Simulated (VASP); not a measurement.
**Zn: density of states with r2SCAN+D3(BJ)**

Zn:

```
Zn
1.0
     2.67000    0.00000    0.00000
    -1.33500    2.31229    0.00000
     0.00000    0.00000    4.96600
Zn
2
Direct
  0.66667 0.33333 0.75000
  0.33333 0.66667 0.25000
```

```yaml
Program: VASP 6.6.1
Task: density of states
Functional: r2SCAN
Dispersion: D3(BJ)
Potentials_or_basis: VASP PAW PBE potentials, release 64 (Zn)
Cutoff: 520 eV
k_mesh: 11 × 11 × 6
Occupations: tetrahedron
Spin: no spin polarisation
Further_INCAR_settings: PREC = Normal; ALGO = Normal; EDIFF = 1.00e-07; NBANDS = 19
```

| Item | Value |
| --- | --- |
| Pressure | -6.4 GPa |
| Band gap on the k mesh | none (metal or under the smearing width) |
| Valence electrons inside the program's atomic spheres | Zn 10.77 |
| Dispersion energy per atom | -0.189 eV |

Stress tensor (GPa, compression positive):
```
-6.25  0.00  0.00
 0.00 -6.25  0.00
 0.00  0.00 -6.71
```

Levels at points of the mesh, in eV from the Fermi level:
| k point | band 8 | band 9 | band 10 | band 11 | band 12 | band 13 | band 14 | band 15 | band 16 | band 17 |
| --- | --- | --- | --- | --- | --- | --- | --- | --- | --- | --- |
| (0.00, 0.00, 0.00) | -7.40 | -7.40 | -7.20 | -7.20 | -3.56 | -2.97 | 14.41 | 17.98 | 18.55 | 18.55 |
| (0.00, 0.00, 0.50) | -7.71 | -7.28 | -7.28 | -7.28 | -7.28 | 4.97 | 4.97 | 19.92 | 19.92 | 19.93 |

States per cell in windows of 1 eV (zero at the Fermi level; states under -8 eV left out):
```csv
from (eV),total,Zn1_d,Zn2_d,Zn1_p,Zn2_p,Zn1_s,Zn2_s
-8.0,18.31,8.77,8.77,0.05,0.05,0.05,0.05
-7.0,0.57,0.17,0.17,0.02,0.02,0.04,0.04
-6.0,0.39,0.06,0.06,0.03,0.03,0.05,0.05
-5.0,0.47,0.04,0.04,0.04,0.04,0.06,0.06
-4.0,0.48,0.03,0.03,0.05,0.05,0.06,0.06
-3.0,0.59,0.03,0.03,0.07,0.07,0.06,0.06
-2.0,0.62,0.03,0.03,0.09,0.09,0.05,0.05
-1.0,0.52,0.03,0.03,0.08,0.08,0.04,0.04
0.0,0.31,0.02,0.02,0.04,0.04,0.02,0.02
1.0,0.54,0.03,0.03,0.06,0.06,0.07,0.07
2.0,0.85,0.05,0.05,0.11,0.11,0.09,0.09
3.0,0.75,0.04,0.04,0.10,0.10,0.07,0.07
4.0,0.65,0.04,0.04,0.10,0.10,0.05,0.05
5.0,0.67,0.04,0.04,0.10,0.10,0.05,0.05
6.0,0.74,0.05,0.05,0.11,0.11,0.06,0.06
7.0,0.82,0.06,0.06,0.12,0.12,0.06,0.06
```

Run time: 78 s on 1 thread of Intel(R) Xeon(R) Platinum 8488C (Sapphire Rapids) (shared host), peak memory 0.15 GiB.

Caveat: the PAW data sets were made with another functional, which shifts forces and pressure a little; pairwise dispersion overbinds metals, which lowers pressure and volume; tetrahedron occupations give inexact forces and stress in metals.
